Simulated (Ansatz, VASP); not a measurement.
**Si2Ni: VASP beside Ansatz**

```xyz
3
Lattice="0.0000 2.6665 2.6665 2.6665 0.0000 2.6665 2.6665 2.6665 0.0000" Properties=species:S:1:pos:R:3 pbc="T T T"
Ni    0.0000    0.0000    0.0000
Si    3.9997    3.9997    3.9997
Si    1.3332    1.3332    1.3332
```

Alike in both runs: task single point; functional r2SCAN; k mesh 9 × 9 × 9; occupations fermi-dirac, width 0.05 eV; collinear spin.

```csv
,VASP,Ansatz
version,VASP 6.6.1,Ansatz 0.2.0
potentials or method,"VASP PAW PBE potentials, release 64 (Ni, Si)",Ansatz PAW
plane-wave cutoff (eV),520,500
valence electrons in the cell,18,26
```

|  | VASP | Ansatz | Ansatz less VASP |
| --- | --- | --- | --- |
| gap on the k mesh at the Fermi level (eV) | none | none | - |
| pressure (GPa) | 4.9 | 5.0 | +0.10 |
| net moment per atom (μB) | 0.00 | 0.00 | 0.000 |

A gap of «none» marks a metal or a gap that the smearing closes. The two sets of potentials don't hold the same shells in valence.

Caveats: the PAW data sets were made with another functional, which shifts forces and pressure a little (VASP); the magnetic or orbital state may not be the lowest (Ansatz); the PAW data sets come from PBE, with cores solved anew for the run's functional, which leaves a small shift of forces and pressure (Ansatz); the starting moments weren't kept (Ansatz).
